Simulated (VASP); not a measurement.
Write the native input for VASP 6.6.1 that does the following.

```
Task                   : single point
Functional             : PBE
Potentials or basis    : VASP PAW PBE potentials, release 64 (Li_sv, H)
Cutoff                 : 520 eV
k mesh                 : 12 × 12 × 12
Occupations            : gaussian, width 0.1 eV
Spin                   : no spin polarisation
Dipole correction      : no
Further INCAR settings : ALGO = Fast; EDIFF = 1e-07; NBANDS = 14
```

The structure of LiH2 lies in POSCAR:

```
LiH2
1.0
    0.0000000000      2.6743171584      2.6743171584
    2.6743171584      0.0000000000      2.6743171584
    2.6743171584      2.6743171584      0.0000000000
Li H
2 4
Direct
    0.0000000000      0.0000000000      0.0000000000
    0.2500000000      0.2500000000      0.2500000000
    0.6250000000      0.6250000000      0.6250000000
    0.1250000000      0.6250000000      0.6250000000
    0.6250000000      0.6250000000      0.1250000000
    0.6250000000      0.1250000000      0.6250000000
```

The cell was built by a generator and needn't be a form met in nature.

The cell isn't the ideal one: species swapped into the PbAu2 type (Fd-3m, No. 227).

One way to write it, as run:

INCAR

```
SYSTEM = LiH2
PREC = Accurate
ENCUT = 520
EDIFF = 1E-7
ISMEAR = 0
SIGMA = 0.1
LREAL = .False.
LASPH = .True.
NELM = 60
ALGO = Fast
ISIF = 2
LWAVE = .False.
LCHARG = .False.
GGA = PE
NBANDS = 14
```

KPOINTS

```
Automatic mesh
0
Gamma
  12 12 12
  0 0 0
```

Potentials or basis: VASP PAW PBE potentials, release 64 (Li_sv, H).

Run with:

```bash
$ cat potpaw_PBE.64/Li_sv/POTCAR potpaw_PBE.64/H/POTCAR > POTCAR
$ mpirun -np 1 vasp_std > vasp.out
```

It gave:

```yaml
Band_gap_on_the_k_mesh: none (metal or under the smearing width)
```

It took 48 s on 1 thread of Intel(R) Xeon(R) Platinum 8259CL CPU @ 2.50GHz (Skylake/Cascade Lake) (shared host), peak memory 0.16 GiB.
